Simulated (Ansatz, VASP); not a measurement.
Be in VASP and in Ansatz

```
Be
1.0
     0.00000    1.16334    1.16334
     1.16334    0.00000    1.16334
     1.16334    1.16334    0.00000
Be
1
Direct
  0.00000 0.00000 0.00000
```

Change from the starting cell: volume scaled by 0.4, norm-conserving files.

Alike in both runs: task single point; functional PBE; k mesh 20 × 20 × 20; occupations fermi-dirac, width 0.08 eV; no spin polarisation.

|  | VASP | Ansatz |
| --- | --- | --- |
| version | VASP 6.6.1 | Ansatz 0.2.0 |
| potentials or method | VASP PAW PBE potentials, release 64 (Be) | norm-conserving pseudopotentials, scalar-relativistic |
| plane-wave cutoff (eV) | 520 | 1800 |
| valence electrons in the cell | 2 | 4 |

Ansatz gave:

- pressure (GPa): 515.0

Question: Which values does VASP return?

Answer: Pressure (GPa): 513.5.

With one functional, cell and mesh, what is left measures potentials, basis and numerics. The two sets of potentials don't hold the same shells in valence.

Caveats: the cell as given lies far from equilibrium; so large a pressure means that the cell lies far from this level's equilibrium, or that cutoff or potentials fall short (VASP).
